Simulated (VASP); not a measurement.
# Ti (P6_3/mmc) in VASP: further runs, part 2 of 2

VASP 6.6.1.

### 3 Relaxation of shape and atoms at fixed volume, PBEsol

The input, INCAR:

```
PREC = Accurate ; ENCUT = 600
EDIFF = 1E-7 ; ISMEAR = 1
SIGMA = 0.1 ; LREAL = False
LASPH = True ; NELM = 80
ALGO = Normal ; ISIF = 4
LWAVE = False ; LCHARG = False
GGA = PS ; IBRION = 2
NSW = 40 ; EDIFFG = -0.01
```

The input, KPOINTS:

```
Automatic mesh
0
Gamma
  15 15 8
```

The input, POSCAR:

```
Ti                                      
1.0
    2.9021000120      0.0000000000      0.0000000000
   -1.4510500060      2.5132923347      0.0000000000
    0.0000000000      0.0000000000      4.5750142022
  Ti            
     2
Direct
     0.3333333332999970    0.6666666667000030    0.2500000000000000
     0.6666666667000030    0.3333333332999970    0.7500000000000000
```

Potentials or basis: VASP PAW PBE potentials, release 64 (Ti_sv).

Run with:

```bash
$ cat potpaw_PBE.64/Ti_sv/POTCAR > POTCAR
$ mpirun -np 1 vasp_std > vasp.out
```

OUTCAR:

```text
PREC = Accurate
   ENCUT = 600
   EDIFF = 1E-7
   ISMEAR = 1
   LREAL = False
   LASPH = True
   NELM = 80
   ISIF = 4
   GGA = PS
   IBRION = 2
   NSW = 40
   EDIFFG = -0.01

 ion  position               nearest neighbor table
   1  0.333  0.667  0.250-   2 2.84   2 2.84   2 2.84   2 2.84   2 2.84   2 2.84
   2  0.667  0.333  0.750-   1 2.84   1 2.84   1 2.84   1 2.84   1 2.84   1 2.84

  LATTYP: Found a hexagonal cell.
 ALAT       =     2.9021000120
 C/A-ratio  =     1.5764495308

  Lattice vectors:

 A1 = (   2.9021000120,   0.0000000000,   0.0000000000)
 A2 = (  -1.4510500060,   2.5132923347,   0.0000000000)
 A3 = (   0.0000000000,   0.0000000000,   4.5750142022)

Analysis of symmetry for initial positions (statically):
=====================================================================
 Subroutine PRICEL returns:
 Original cell was already a primitive cell.

 Routine SETGRP: Setting up the symmetry group for a
 hexagonal supercell.

 Subroutine GETGRP returns: Found 24 space group operations
 (whereof 12 operations were pure point group operations)
 out of a pool of 24 trial point group operations.

The static configuration has the point symmetry D_3d.
 The point group associated with its full space group is D_6h.

Analysis of symmetry for dynamics (positions and initial velocities):
=====================================================================
 Subroutine PRICEL returns:
 Original cell was already a primitive cell.

 Routine SETGRP: Setting up the symmetry group for a
 hexagonal supercell.

 Subroutine GETGRP returns: Found 24 space group operations
 (whereof 12 operations were pure point group operations)
 out of a pool of 24 trial point group operations.

The dynamic configuration has the point symmetry D_3d.
 The point group associated with its full space group is D_6h.

 Subroutine INISYM returns: Found 24 space group operations
 (whereof 12 operations are pure point group operations),
 and found     1 'primitive' translations

----------------------------------------------------------------------------------------

                                     Primitive cell

  volume of cell :      33.3694

  direct lattice vectors                    reciprocal lattice vectors
     2.902100012  0.000000000  0.000000000     0.344578063  0.198942237  0.000000000
    -1.451050006  2.513292335  0.000000000     0.000000000  0.397884475  0.000000000
     0.000000000  0.000000000  4.575014202     0.000000000  0.000000000  0.218578556

  length of vectors
     2.902100012  2.902100012  4.575014202     0.397884475  0.397884475  0.218578556

  position of ions in fractional coordinates (direct lattice)
     0.333333333  0.666666667  0.250000000
     0.666666667  0.333333333  0.750000000

  ion indices of the primitive-cell ions
   primitive index   ion index
                 1           1
                 2           2

----------------------------------------------------------------------------------------

 KPOINTS: Automatic mesh

Automatic generation of k-mesh.
 Grid dimensions read from file:
 generate k-points for:   15   15    8

 Generating k-lattice:

  Cartesian coordinates                     Fractional coordinates (reciprocal lattice)
     0.022971871  0.013262816  0.000000000     0.066666667  0.000000000  0.000000000
     0.000000000  0.026525632  0.000000000     0.000000000  0.066666667  0.000000000
     0.000000000  0.000000000  0.027322320     0.000000000  0.000000000  0.125000000

  Length of vectors
     0.026525632  0.026525632  0.027322320

  Shift w.r.t. Gamma in fractional coordinates (k-lattice)
     0.000000000  0.000000000  0.000000000

 Subroutine IBZKPT returns following result:
 ===========================================

 Found    135 irreducible k-points:

 Following reciprocal coordinates:
            Coordinates               Weight
  0.000000  0.000000  0.000000      1.000000
  0.066667  0.000000  0.000000      6.000000
  0.133333  0.000000  0.000000      6.000000
  0.200000  0.000000  0.000000      6.000000
  0.266667  0.000000  0.000000      6.000000
  0.333333  0.000000  0.000000      6.000000
[... 16 lines left out ...]
  0.333333  0.200000  0.000000     12.000000
  0.400000  0.200000  0.000000      6.000000
 [... further k-points ...]
   k-points           NKPTS =    135   k-points in BZ     NKDIM =    135   number of bands    NBANDS=     16
   number of dos      NEDOS =    301   number of ions     NIONS =      2
   total plane-waves  NPLWV =  23040
   dimension x,y,z NGX =    24 NGY =   24 NGZ =   40
   dimension x,y,z NGXF=    48 NGYF=   48 NGZF=   80
   ions per type =               2
   NGX,Y,Z   is equivalent  to a cutoff of  13.75, 13.75, 14.54 a.u.
   NGXF,Y,Z  is equivalent  to a cutoff of  27.50, 27.50, 29.07 a.u.
 SYSTEM =  unknown system
   PREC   = accura    normal or accurate (medium, high low for compatibility)
   ISTART =      0    job   : 0-new  1-cont  2-samecut
   ICHARG =      2    charge: 1-file 2-atom 10-const
   ISPIN  =      1    spin polarized calculation?
   LNONCOLLINEAR =      F non collinear calculations
   LSORBIT =      F    spin-orbit coupling
   LASPH  =      T    aspherical Exc in radial PAW
   ENCUT  =  600.0 eV  44.10 Ry    6.64 a.u.   5.80  5.80  9.14*2*pi/ulx,y,z
   NELM   =     80;   NELMIN=  2; NELMDL= -5     # of ELM steps
   EDIFF  = 0.1E-06   stopping-criterion for ELM
   LREAL  =      F    real-space projection
   EDIFFG = -.1E-01   stopping-criterion for IOM
   NSW    =     40    number of steps for IOM
   IBRION =      2    ionic relax: 0-MD 1-quasi-New 2-CG
   NFREE  =      1    steps in history (QN), initial steepest desc. (CG)
   ISIF   =      4    stress and relaxation
   ISYM   =      2    0-nonsym 1-usesym 2-fastsym
   POTIM  = 0.5000    time-step for ionic-motion
   TEBEG  =    0.0;   TEEND  =   0.0 temperature during run
   PSTRESS=    0.0 pullay stress
   NELECT =      24.0000    total number of electrons
   NUPDOWN=      -1.0000    fix difference up-down
   EMIN   =  10.00;   EMAX   =-10.00  energy-range for DOS
   EFERMI =   0.00;   METHOD = LEGACY
   ISMEAR =     1;   SIGMA  =   0.10  broadening in eV -4-tet -1-fermi 0-gaus
   EFERMI_NEDOS =   21; number of points for ismear=-14 and -15
   IALGO  =     38    algorithm
   IMIX   =      4    mixing-type and parameters
     AMIX     =   0.40;   BMIX     =  1.00
     AMIX_MAG =   1.60;   BMIX_MAG =  1.00
  volume/ion in A,a.u.               =      16.68       112.59
  Fermi-wavevector in a.u.,A,eV,Ry     =   1.466772  2.771797 29.271851  2.151420
  Thomas-Fermi vector in A             =   2.582470
   LORBIT       =      0    0 simple, 1 ext, 2 COOP (PROOUT), +10 PAW based schemes
   GGA     = PS    functional components
   LHFCALC =     F    Hartree Fock is set to
   AEXX    =    0.0000 exact exchange contribution
   IVDW    =     0    specifies the selected vdW correction
   LEPSILON=     F    determine dielectric tensor
   LRPA    =     F    only Hartree local field effects (RPA)
 conjugate gradient relaxation of ions
 non-spin polarized calculation
 Methfessel and Paxton  Order N= 1 SIGMA  =   0.10
  energy-cutoff  :      600.00
  volume of cell :       33.37
 maximum number of plane-waves:      1134
 NGX is ok and might be reduce to    24
   NGX = 11   NGY = 11   NGZ = 19

 number of electron      23.9999997 magnetization

 Free energy of the ion-electron system (eV)
  ---------------------------------------------------
  ext. energy  EPLUGINS =         0.00000000
  ---------------------------------------------------
  free energy    TOTEN  =       -16.67819643 eV

  energy without entropy =      -16.67857745  energy(sigma->0) =      -16.67832344

 E-fermi :   8.6524     XC(G=0): -11.8287

 val. band max:        8.6523086051   @ k =   0.0000   0.0000   0.3750
 cond. band min:       8.6572340546   @ k =   0.0667   0.0000   0.2500
 fundamental gap:      0.0049254495
 Fermi energy:         8.6524135400

 k-point     1 :       0.0000    0.0000    0.0000
  band No.  band energies     occupation
      1     -47.9282      2.00000
      2     -47.7612      2.00000
      3     -24.6789      2.00000
      4     -23.9334      2.00000
      5     -23.9334      2.00000
      6     -23.8539      2.00000
[... 433 lines left out ...]
      3     -24.4184      2.00000
      4     -24.2769      2.00000
      5     -24.2677      2.00000
      6     -24.1917      2.00000
[... 8 lines left out ...]
     15      10.0512     -0.00000
     16      11.8520      0.00000

 [... further k-points ...]

------------------------ aborting loop because EDIFF is reached ----------------------------------------

  FORCE on cell =-STRESS in cart. coord.  units (eV):
  Direction    XX          YY          ZZ          XY          YZ          ZX
  --------------------------------------------------------------------------------------
  -------------------------------------------------------------------------------------
  Total       -0.0077144     -0.0077144      0.0068944      0.0000000      0.0000000      0.0000000
  in kB       -0.3703950     -0.3703950      0.3310246      0.0000000      0.0000000      0.0000000
  external PRESSURE =      -0.1365885 kB  Pullay stress =       0.0000000 kB

 VOLUME and BASIS-vectors are now :
 -----------------------------------------------------------------------------
  energy-cutoff  :      600.00
  volume of cell :       33.37
      direct lattice vectors                 reciprocal lattice vectors
     2.902100012  0.000000000  0.000000000     0.344578063  0.198942237  0.000000000
    -1.451050006  2.513292335  0.000000000     0.000000000  0.397884475  0.000000000
     0.000000000  0.000000000  4.575014202     0.000000000  0.000000000  0.218578556

 POSITION                                       TOTAL-FORCE (eV/Angst)
 -----------------------------------------------------------------------------------
     -0.00000      1.67553      1.14375        -0.000000     -0.000000      0.000000
      1.45105      0.83776      3.43126         0.000000      0.000000      0.000000
 -----------------------------------------------------------------------------------
    total drift:                               -0.000000      0.000000     -0.000000

  FREE ENERGIE OF THE ION-ELECTRON SYSTEM (eV)
  ---------------------------------------------------
  free  energy   TOTEN  =       -16.6781964305 eV

  energy  without entropy=      -16.6785774497  energy(sigma->0) =      -16.67832344

 reached required accuracy - stopping structural energy minimisation
```

OSZICAR:

```text
N       E                     dE             d eps       ncg     rms          rms(c)
DAV:   1     0.257601784747E+03    0.25760E+03   -0.14700E+04  4320   0.205E+03
DAV:   2     0.990226116609E+01   -0.24770E+03   -0.24629E+03  4512   0.517E+02
DAV:   3    -0.177031536000E+02   -0.27605E+02   -0.27405E+02  8480   0.140E+02
DAV:   4    -0.188458563361E+02   -0.11427E+01   -0.11426E+01  4536   0.302E+01
DAV:   5    -0.189107559388E+02   -0.64900E-01   -0.64897E-01  7160   0.488E+00    0.129E+01
DAV:   6    -0.166837012628E+02    0.22271E+01   -0.80610E+00  5096   0.337E+01    0.325E+00
DAV:   7    -0.166584013070E+02    0.25300E-01   -0.91867E-01  6504   0.819E+00    0.209E+00
DAV:   8    -0.166881826607E+02   -0.29781E-01   -0.24800E-01  5056   0.673E+00    0.771E-01
DAV:   9    -0.166778137978E+02    0.10369E-01   -0.60724E-02  5184   0.289E+00    0.742E-02
DAV:  10    -0.166781375671E+02   -0.32377E-03   -0.28731E-03  6808   0.437E-01    0.101E-01
DAV:  11    -0.166782040771E+02   -0.66510E-04   -0.25468E-04  4992   0.152E-01    0.309E-02
DAV:  12    -0.166781959602E+02    0.81169E-05   -0.46534E-05  5808   0.621E-02    0.680E-03
DAV:  13    -0.166781961280E+02   -0.16785E-06   -0.14133E-06  5392   0.131E-02    0.112E-03
DAV:  14    -0.166781963965E+02   -0.26846E-06   -0.19339E-07  3824   0.334E-03    0.442E-04
DAV:  15    -0.166781964305E+02   -0.34042E-07   -0.38416E-08  2824   0.203E-03
   1 F= -.16678196E+02 E0= -.16678323E+02  d E =-.166782E+02
```

CONTCAR:

```text
Ti
   1.00000000000000
     2.9021000120000000    0.0000000000000000    0.0000000000000000
    -1.4510500060000000    2.5132923347000000    0.0000000000000000
     0.0000000000000000    0.0000000000000000    4.5750142022000002
  Ti
     2
Direct
     0.3333333332999970    0.6666666667000030    0.2500000000000000
     0.6666666667000030    0.3333333332999970    0.7500000000000000

  0.00000000E+00  0.00000000E+00  0.00000000E+00
  0.00000000E+00  0.00000000E+00  0.00000000E+00
```

It took 84 s on 1 thread of Intel Xeon Platinum 8488C (Sapphire Rapids), shared host; peak memory 0.2 GiB.

What came out:

```
Free energy             : -16.6782 eV
Pressure after relaxing : 0.0 GPa
Band gap on the k mesh  : none (metal or under the smearing width)
```

Final structure:
```xyz
2
Lattice="2.9021 0.0000 0.0000 -1.4511 2.5133 0.0000 0.0000 0.0000 4.5750" Properties=species:S:1:pos:R:3 pbc="T T T"
Ti    0.0000    1.6755    1.1438
Ti    1.4510    0.8378    3.4313
```

Caveat: the relaxation stopped at its first step, so nothing moved; the PAW data sets were made with another functional, which shifts forces and pressure a little.
